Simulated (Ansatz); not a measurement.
The system is ZrS.

```
Zr S
1.0
     0.00000    2.62500    2.62500
     2.62500    0.00000    2.62500
     2.62500    2.62500    0.00000
Zr S
1 1
Direct
  0.00000 0.00000 0.00000
  0.50000 0.50000 0.50000
```

Base run:

```yaml
Program: Ansatz 0.2.0
Functional: r2SCAN
Potentials_or_basis: Ansatz PAW
Cutoff: "500 eV (not typed: the program's choice for these potentials)"
k_mesh: 9 × 9 × 9
Occupations: fermi-dirac, width 0.05 eV
Spin: no spin polarisation
```

Its results: band gap on the k mesh none (metal or under the smearing width); pressure -2.0 GPa.

Q: The run is repeated on the same cell with these changes: functional from r2SCAN to LDA; cutoff from 500 eV (not typed: the program's choice for these potentials) to 420 eV (not typed: the program's choice for these potentials). What comes out?

A: Band gap on the k mesh none (metal or under the smearing width); pressure -9.1 GPa.

Caveats: the PAW data sets come from PBE, with cores solved anew for the run's functional, which leaves a small shift of forces and pressure.
